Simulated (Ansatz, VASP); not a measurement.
Ni: VASP beside Ansatz

File INCAR:

```
PREC = Accurate
ENCUT = 520
EDIFF = 1E-6
ISMEAR = -1
SIGMA = 0.05
LREAL = False
LASPH = True
NELM = 150
ALGO = Normal
ISIF = 2
LWAVE = False
LCHARG = False
ISPIN = 2
MAGMOM = 1
LORBIT = 11
LMAXMIX = 4
GGA = PS
NBANDS = 15
```

File KPOINTS:

```
regular mesh
0
Gamma
  13 13 13
```

Contents of POSCAR:

```
Ni
1.0
    0.0000000000      1.7140893390      1.7140893390
    1.7140893390      0.0000000000      1.7140893390
    1.7140893390      1.7140893390      0.0000000000
Ni
1
Direct
    0.0000000000      0.0000000000      0.0000000000
```

File input.yaml:

```yaml
crystal:
  lattice:
    - [0.0, 1.714089339, 1.714089339]
    - [1.714089339, 0.0, 1.714089339]
    - [1.714089339, 1.714089339, 0.0]
  atoms:
    - { symbol: Ni, position: [0.0, 0.0, 0.0], spin: 1.0 }
kpoints:
  mp_grid: { grid: [13, 13, 13] }
scf:
  occupations: { method: fermi_dirac, width: 0.05 }
hamiltonian:
  xc: pbesol
  pseudopotentials: { kind: all_electron, lapw: { basis_error: 0.0005 } }
magnetization:
  spin_polarized: true
output:
  forces: true
  stress: true
  eigenvalues: true
```

Change from the starting cell: volume scaled by 0.96.

Alike in both runs: task single point; functional PBEsol; k mesh 13 × 13 × 13; occupations fermi-dirac, width 0.05 eV; collinear spin.

```csv
,VASP,Ansatz
version,VASP 6.6.1,Ansatz 0.2.0
potentials or method,"VASP PAW PBE potentials, release 64 (Ni)","all-electron LAPW, scalar-relativistic"
plane-wave cutoff (eV),520,see its input
```

|  | VASP | Ansatz | Ansatz less VASP |
| --- | --- | --- | --- |
| gap on the k mesh at the Fermi level (eV) | none | none | - |
| pressure (GPa) | 7.4 | 7.5 | +0.17 |
| net moment per atom (μB) | 0.62 | 0.63 | +0.005 |
| size of the moment on the site where the two differ most (μB) | 0.62 | 0.65 | +0.024 |

Site moments also hang on the region over which each program counts them. A gap of «none» marks a metal or a gap that the smearing closes. Ansatz ran all-electron here, so the differences hold the error of VASP's frozen core and of both bases.

Caveats: the PAW data sets were made with another functional, which shifts forces and pressure a little (VASP).
